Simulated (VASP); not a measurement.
ZnCu2SnS4:

```
Zn Cu Sn S
1.0
    -2.69028    2.69028    5.37740
     2.69028   -2.69028    5.37740
     2.69028    2.69028   -5.37740
Zn Cu Sn S
1 2 1 4
Cartesian
  2.6903 0.0000 2.6887
  2.6903 2.6903 5.3774
  0.0000 2.6903 2.6887
  2.6903 2.6903 0.0000
  1.4415 -1.3947 6.7732
  1.2955 1.2488 -1.3958
  1.2488 4.0850 1.3958
  1.3947 1.4415 3.9816
```

Base run:

```yaml
Program: VASP 6.6.1
Functional: TB-mBJ
Potentials_or_basis: VASP PAW PBE potentials, release 64 (Zn, Cu, Sn_d, S)
Cutoff: 520 eV
k_mesh: 10 × 10 × 10
Occupations: gaussian, width 0.03 eV
Spin: no spin polarisation
```

Its results: band gap on the k mesh 0.69 eV, direct.

Problem. The run is repeated on the same cell with these changes: functional from TB-mBJ to r2SCAN. What comes out?

Solution. Band gap on the k mesh 0.48 eV, direct.

Caveats: spin-orbit coupling is left out, which moves the levels of the heavy elements.
